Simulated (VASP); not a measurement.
# TiO2 (Anatase) in VASP: notebook, part 2 of 2

VASP 6.6.1.

**3. Single point, PBE**

The input, INCAR:

```
PREC = Accurate
ENCUT = 650
EDIFF = 1E-7
ISMEAR = 0
SIGMA = 0.05
LREAL = False
LASPH = True
NELM = 100
ALGO = Normal
ISIF = 2
LWAVE = False
LCHARG = False
GGA = PE
NBANDS = 25
ADDGRID = False
```

The input, KPOINTS:

```
Automatic mesh
0
Gamma
  5 5 5
```

The input, POSCAR:

```
TiO2
1.0
   -1.8921000000      1.8921000000      4.7573000000
    1.8921000000     -1.8921000000      4.7573000000
    1.8921000000      1.8921000000     -4.7573000000
Ti O
2 4
Direct
    0.7634100000      0.2505420000      0.5022120000
    0.0240310000     -0.0225460000     -0.0109780000
    0.8032660000      0.7916050000      0.0039110000
    0.5255800000      0.0234350000      0.4817660000
    0.9615640000      0.4693800000      0.5068500000
    0.1853180000      0.2146180000     -0.0384270000
```

Potentials or basis: VASP PAW PBE potentials, release 64 (Ti, O).

Command:

```
> cat potpaw_PBE.64/Ti/POTCAR potpaw_PBE.64/O/POTCAR > POTCAR
> mpirun -np 1 vasp_std > vasp.out
```

OUTCAR:

```text
PREC = Accurate
   ENCUT = 650
   EDIFF = 1E-7
   ISMEAR = 0
   LREAL = False
   LASPH = True
   NELM = 100
   ISIF = 2
   GGA = PE

 Found     63 irreducible k-points:

 Following reciprocal coordinates:
            Coordinates               Weight
  0.000000  0.000000  0.000000      1.000000
  0.200000 -0.000000  0.000000      2.000000
 -0.000000  0.200000  0.000000      2.000000
 -0.000000  0.200000 -0.200000      2.000000
  0.200000 -0.000000 -0.200000      2.000000
  0.400000  0.000000  0.000000      2.000000
   k-points           NKPTS =     63   k-points in BZ     NKDIM =     63   number of bands    NBANDS=     25
   number of dos      NEDOS =    301   number of ions     NIONS =      6
   total plane-waves  NPLWV = 110592
   dimension x,y,z NGX =    48 NGY =   48 NGZ =   48
   dimension x,y,z NGXF=    96 NGYF=   96 NGZF=   96
   ions per type =               2   4
   NGX,Y,Z   is equivalent  to a cutoff of  14.62, 14.62, 14.62 a.u.
   NGXF,Y,Z  is equivalent  to a cutoff of  29.24, 29.24, 29.24 a.u.
 SYSTEM =  unknown system
   PREC   = accura    normal or accurate (medium, high low for compatibility)
   ISTART =      0    job   : 0-new  1-cont  2-samecut
   ICHARG =      2    charge: 1-file 2-atom 10-const
   ISPIN  =      1    spin polarized calculation?
   LNONCOLLINEAR =      F non collinear calculations
   LSORBIT =      F    spin-orbit coupling
   LASPH  =      T    aspherical Exc in radial PAW
   ENCUT  =  650.0 eV  47.77 Ry    6.91 a.u.  11.35 11.35 11.35*2*pi/ulx,y,z
   NELM   =    100;   NELMIN=  2; NELMDL= -5     # of ELM steps
   EDIFF  = 0.1E-06   stopping-criterion for ELM
   LREAL  =      F    real-space projection
   EDIFFG = 0.1E-05   stopping-criterion for IOM
   NSW    =      0    number of steps for IOM
   IBRION =     -1    ionic relax: 0-MD 1-quasi-New 2-CG
   NFREE  =      0    steps in history (QN), initial steepest desc. (CG)
   ISIF   =      2    stress and relaxation
   ISYM   =      2    0-nonsym 1-usesym 2-fastsym
   POTIM  = 0.5000    time-step for ionic-motion
   TEBEG  =    0.0;   TEEND  =   0.0 temperature during run
   PSTRESS=    0.0 pullay stress
   NELECT =      32.0000    total number of electrons
   NUPDOWN=      -1.0000    fix difference up-down
   EMIN   =  10.00;   EMAX   =-10.00  energy-range for DOS
[... 5 lines left out ...]
     AMIX     =   0.40;   BMIX     =  1.00
     AMIX_MAG =   1.60;   BMIX_MAG =  1.00
  volume/ion in A,a.u.               =      11.35        76.62
  Fermi-wavevector in a.u.,A,eV,Ry     =   1.272590  2.404847 22.034444  1.619486
  Thomas-Fermi vector in A             =   2.405460
   LORBIT       =      0    0 simple, 1 ext, 2 COOP (PROOUT), +10 PAW based schemes
   GGA     = PE    functional components
   LHFCALC =     F    Hartree Fock is set to
   AEXX    =    0.0000 exact exchange contribution
   IVDW    =     0    specifies the selected vdW correction
   LEPSILON=     F    determine dielectric tensor
   LRPA    =     F    only Hartree local field effects (RPA)
 non-spin polarized calculation
 Gauss-broadening in eV      SIGMA  =   0.05
  energy-cutoff  :      650.00
  volume of cell :       68.13
 maximum number of plane-waves:      2580
 NGX is ok and might be reduce to    48

 number of electron      32.0000001 magnetization

 Free energy of the ion-electron system (eV)
  ---------------------------------------------------
  ext. energy  EPLUGINS =         0.00000000
  ---------------------------------------------------
  free energy    TOTEN  =       -52.51482476 eV

  energy without entropy =      -52.51482476  energy(sigma->0) =      -52.51482476

 E-fermi :   1.0159     XC(G=0): -10.5283

 val. band max:        0.7777696544   @ k =   0.0000   0.0000  -0.4000
 cond. band min:       2.9950022544   @ k =   0.0000   0.0000   0.0000
 fundamental gap:      2.2172326001
 Fermi energy:         1.0158607880

 k-point     1 :       0.0000    0.0000    0.0000
  band No.  band energies     occupation
      1     -16.9517      2.00000
      2     -16.0564      2.00000
      3     -15.8459      2.00000
      4     -15.5320      2.00000
      5      -3.1896      2.00000
      6      -3.0615      2.00000
[... 17 lines left out ...]
     24       5.8017      0.00000
     25       5.9621      0.00000

 k-point     2 :       0.2000   -0.0000    0.0000
  band No.  band energies     occupation
      1     -16.7764      2.00000
      2     -15.9689      2.00000
      3     -15.7595      2.00000
      4     -15.5066      2.00000
      5      -3.3679      2.00000
      6      -3.1761      2.00000
[... 17 lines left out ...]
     24       6.3462      0.00000
     25       6.7721      0.00000

 k-point     3 :      -0.0000    0.2000    0.0000
  band No.  band energies     occupation
      1     -16.7708      2.00000
      2     -15.9983      2.00000
      3     -15.7925      2.00000
      4     -15.5026      2.00000
      5      -3.6327      2.00000
      6      -3.1098      2.00000
[... 17 lines left out ...]
     24       6.2815      0.00000
     25       6.5817      0.00000

 k-point     4 :      -0.0000    0.2000   -0.2000
  band No.  band energies     occupation
      1     -16.7704      2.00000
      2     -15.9710      2.00000
      3     -15.7640      2.00000
      4     -15.5068      2.00000
      5      -3.3732      2.00000
      6      -3.2084      2.00000
[... 17 lines left out ...]
     24       6.3505      0.00000
     25       6.6794      0.00000

 k-point     5 :       0.2000   -0.0000   -0.2000
  band No.  band energies     occupation
      1     -16.7739      2.00000
      2     -15.9971      2.00000
      3     -15.7897      2.00000
      4     -15.5033      2.00000
      5      -3.6159      2.00000
      6      -3.1400      2.00000
[... 17 lines left out ...]
     24       6.2879      0.00000
     25       6.5469      0.00000

 k-point     6 :       0.4000    0.0000    0.0000
  band No.  band energies     occupation
      1     -16.5065      2.00000
      2     -15.7878      2.00000
      3     -15.6457      2.00000
      4     -15.4273      2.00000
      5      -3.9061      2.00000
      6      -3.3884      2.00000
[... 17 lines left out ...]
     24       6.5579      0.00000
     25       7.2587      0.00000

 [... further k-points ...]
[... 5 lines left out ...]
  --------------------------------------------------------------------------------------
  -------------------------------------------------------------------------------------
  Total        5.5454014      7.8206402      1.3543204      0.1868397      0.3638571      0.4076719
  in kB      130.4171981    183.9264488     31.8510176      4.3941103      8.5572214      9.5876618
  external PRESSURE =     115.3982215 kB  Pullay stress =       0.0000000 kB

 VOLUME and BASIS-vectors are now :
 -----------------------------------------------------------------------------
  energy-cutoff  :      650.00
  volume of cell :       68.13
      direct lattice vectors                 reciprocal lattice vectors
    -1.892100000  1.892100000  4.757300000     0.000000000  0.264256646  0.105101633
     1.892100000 -1.892100000  4.757300000     0.264256646  0.000000000  0.105101633
     1.892100000  1.892100000 -4.757300000     0.264256646  0.264256646  0.000000000

 POSITION                                       TOTAL-FORCE (eV/Angst)
 -----------------------------------------------------------------------------------
     -0.02016      1.92063      2.43450         0.093480     -1.692268      0.030346
      3.67530      0.06736      0.05929         1.314318     -0.985358     -0.406408
     -0.01466      0.02946      7.56867         0.151680     -0.551645     -0.021540
     -0.03856      1.86166      0.31992         0.273583      0.589305      1.250490
      0.02775      1.89027      4.39619        -1.812714     -0.239351      0.135189
      1.87483      1.76395     -2.67188        -0.020348      2.879317     -0.988077
 -----------------------------------------------------------------------------------
    total drift:                               -0.000024      0.000186     -0.000108

  FREE ENERGIE OF THE ION-ELECTRON SYSTEM (eV)
  ---------------------------------------------------
  free  energy   TOTEN  =       -52.5148247595 eV

  energy  without entropy=      -52.5148247595  energy(sigma->0) =      -52.51482476
```

stdout:

```text
POSCAR found type information on POSCAR TiO
 POSCAR found :  2 types and       6 ions
 scaLAPACK will be used
 LDA part: xc-table for (Slater+PW92), standard interpolation
 POSCAR, INCAR and KPOINTS ok, starting setup
 FFT: planning ... GRIDC
 FFT: planning ... GRID_SOFT
 FFT: planning ... GRID
 WAVECAR not read
 entering main loop
```

Run time: 3.7 min. Hardware: 1 thread of Intel Xeon Platinum 8259CL at 2.50GHz (Skylake/Cascade Lake), shared host; peak memory 0.38 GiB.

The run converged, but some of its settings lie outside the range that counts as converged, so its numbers aren't taken as properties of the crystal.

What came out:

```yaml
Free_energy: -52.5148 eV
Pressure: 11.5 GPa
Largest_force: 3.044 eV/Å
Band_gap_on_the_k_mesh: 2.22 eV, indirect (least direct gap 2.63 eV)
```

Caveat: the k mesh is coarse (spacing up to 0.47 Å⁻¹), so the values aren't converged; an odd mesh through Γ misses points on the zone boundary, where band edges often lie.

**4. Single point, PBE**

Changes to INCAR since step 3:

```diff
@@ -1,3 +1,3 @@
 PREC = Accurate
-ENCUT = 650
+ENCUT = 340
 EDIFF = 1E-7
```

The input, KPOINTS:

```
Automatic mesh
0
Gamma
  7 7 7
```

POSCAR is that of step 3.

Potentials or basis: VASP PAW PBE potentials, release 64 (Ti, O).

Command:

```
> cat potpaw_PBE.64/Ti/POTCAR potpaw_PBE.64/O/POTCAR > POTCAR
> mpirun -np 1 vasp_std > vasp.out
```

OUTCAR:

```text
PREC = Accurate
   ENCUT = 340
   EDIFF = 1E-7
   ISMEAR = 0
   LREAL = False
   LASPH = True
   NELM = 100
   ISIF = 2
   GGA = PE

 Found    172 irreducible k-points:

 Following reciprocal coordinates:
            Coordinates               Weight
  0.000000  0.000000  0.000000      1.000000
  0.142857  0.000000  0.000000      2.000000
  0.000000  0.142857  0.000000      2.000000
  0.000000  0.142857 -0.142857      2.000000
[... 252 lines left out ...]
  -------------------------------------------------------------------------------------
  Total       -3.4653640     -1.2380445     -7.6173545      0.1929390      0.3662135      0.3868977
  in kB      -81.4987098    -29.1164305   -179.1455592      4.5375556      8.6126379      9.0990909
  external PRESSURE =     -96.5868998 kB  Pullay stress =       0.0000000 kB

 VOLUME and BASIS-vectors are now :
 -----------------------------------------------------------------------------
  energy-cutoff  :      340.00
  volume of cell :       68.13
      direct lattice vectors                 reciprocal lattice vectors
    -1.892100000  1.892100000  4.757300000     0.000000000  0.264256646  0.105101633
     1.892100000 -1.892100000  4.757300000     0.264256646  0.000000000  0.105101633
     1.892100000  1.892100000 -4.757300000     0.264256646  0.264256646  0.000000000

 POSITION                                       TOTAL-FORCE (eV/Angst)
 -----------------------------------------------------------------------------------
     -0.02016      1.92063      2.43450         0.092713     -1.669174      0.028196
      3.67530      0.06736      0.05929         1.301314     -0.972257     -0.412739
     -0.01466      0.02946      7.56867         0.151448     -0.554868      0.010168
     -0.03856      1.86166      0.31992         0.268117      0.593858      1.292288
      0.02775      1.89027      4.39619        -1.793013     -0.236357      0.101420
      1.87483      1.76395     -2.67188        -0.020579      2.838797     -1.019333
 -----------------------------------------------------------------------------------
    total drift:                               -0.000077     -0.000156     -0.000441

  FREE ENERGIE OF THE ION-ELECTRON SYSTEM (eV)
  ---------------------------------------------------
  free  energy   TOTEN  =       -52.7352818370 eV

  energy  without entropy=      -52.7352818370  energy(sigma->0) =      -52.73528184
```

OSZICAR:

```text
N       E                     dE             d eps       ncg     rms          rms(c)
DAV:   1     0.285706022131E+03    0.28571E+03   -0.10928E+04  8640   0.901E+02
DAV:   2    -0.305808790774E+02   -0.31629E+03   -0.29411E+03 11434   0.272E+02
[... 11 lines left out ...]
DAV:  14    -0.527352923036E+02   -0.12402E-04   -0.19669E-04 10491   0.143E-01    0.718E-02
DAV:  15    -0.527352820747E+02    0.10229E-04   -0.59793E-05  8993   0.582E-02    0.153E-02
DAV:  16    -0.527352817017E+02    0.37299E-06   -0.20684E-06 11405   0.107E-02    0.437E-03
DAV:  17    -0.527352821280E+02   -0.42631E-06   -0.88999E-07 11533   0.101E-02    0.752E-03
DAV:  18    -0.527352818630E+02    0.26500E-06   -0.13681E-06  9750   0.137E-02    0.853E-04
DAV:  19    -0.527352818370E+02    0.25968E-07   -0.93559E-08  5172   0.296E-03
   1 F= -.52735282E+02 E0= -.52735282E+02  d E =-.817127E-13
```

It took 4.4 min on 1 thread of Intel Xeon Platinum 8259CL at 2.50GHz (Skylake/Cascade Lake), shared host; peak memory 0.29 GiB.

The run converged, but a check on its numbers failed (symmetry, net force, bounds or a known fault of this set-up), so they aren't taken as properties of the crystal.

Caveat: the cutoff lies under the usual one of these potentials, so the numbers hold a large basis-set error; an odd mesh through Γ misses points on the zone boundary, where band edges often lie.

**5. The reference run**

An earlier run on the cell as given: functional PBEsol; potentials or basis VASP PAW PBE potentials, release 64 (Ti_sv, O); cutoff 520 eV; k mesh 10 × 10 × 10; occupations fermi-dirac, width 0.05 eV; no spin polarisation.

* Pressure: -0.4 GPa
* Largest force: 0.012 eV/Å
* Band gap on the k mesh: 2.06 eV, indirect (least direct gap 2.40 eV)
